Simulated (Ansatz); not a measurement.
**From barrier to diffusion: H in WS₂**

Theory: DFT PBE, scalar-relativistic, plane waves, PAW (Ansatz 0.2.0). Run with 420 eV cutoff, 3×3×3 k-mesh, Gaussian smearing of 0.02 eV, collinear spin.

Host crystal, relaxed:

```
W S
1.0
     1.59387    0.92022    7.47445
    -1.59387    0.92022    7.47445
     0.00000   -1.84045    7.47445
W S
1 2
Direct
  0.00068 0.00068 0.00068
  0.40407 0.40407 0.40407
  0.26395 0.26395 0.26395
```

In a supercell of 12 host sites, interstitial H hops to an equivalent place, moving 1.21 Å. Climbing-image nudged elastic band at fixed cell; the order of the saddle wasn't checked, and the small cell leaves errors of about a tenth of an eV. Zero-point motion and tunnelling, which matter for H, are left out.

Spin-orbit coupling is left out, which matters for the bands and energies of heavy elements.

```csv
image,path (Å),E − E(0) (eV)
0,0.00,0.000
1,0.24,0.029
2,0.48,0.135
3,0.72,0.260
4,0.96,0.135
5,1.19,0.029
6,1.43,0.000
```

**Question.** What are the barriers forward and back, and what attempt frequency does the shape suggest?

**Answer.** Forward 0.26 eV, back 0.26 eV, the ends being level. For a sinusoidal profile E_b sin²(πx/l), with the H atom alone moving, ν = (1/l)√(E_b/2m) = 2.9×10¹³ s⁻¹, within an order of magnitude of the customary 10¹³ s⁻¹; a true prefactor needs the vibrations at the minimum and at the saddle.

**Question.** With ν = 10¹³ s⁻¹, give the forward jump rate along this one path, the wait 1/k for that jump, the diffusivity D ≈ l²k and the distance √(Dt) covered in an hour at 300, 600 and 1000 K, taking the host as solid throughout.

**Answer.** k = ν exp(−E_b/k_BT):
| T (K) | k (1/s) | wait (s) | D (cm²/s) | √(Dt) in 1 h (nm) |
| --- | --- | --- | --- | --- |
| 300 | 4.2×10⁸ | 2.4×10⁻⁹ | 6.2×10⁻⁸ | 1.5×10⁵ |
| 600 | 6.5×10¹⁰ | 1.5×10⁻¹¹ | 9.6×10⁻⁶ | 1.9×10⁶ |
| 1000 | 4.9×10¹¹ | 2.1×10⁻¹² | 7.2×10⁻⁵ | 5.1×10⁶ |

D = l²k holds for six equivalent jumps in three dimensions (z l²k/6) and is a scale otherwise. Long-range transport needs a connected net of such jumps, and traps slow it. D is that of an interstitial already there. An error of 0.1 eV in the barrier changes k by a factor of 48 at 300 K and 3.2 at 1000 K.

Cost: 1 run of about 29 core-minutes, on Intel Xeon Platinum 8488C (Sapphire Rapids) (shared hosts).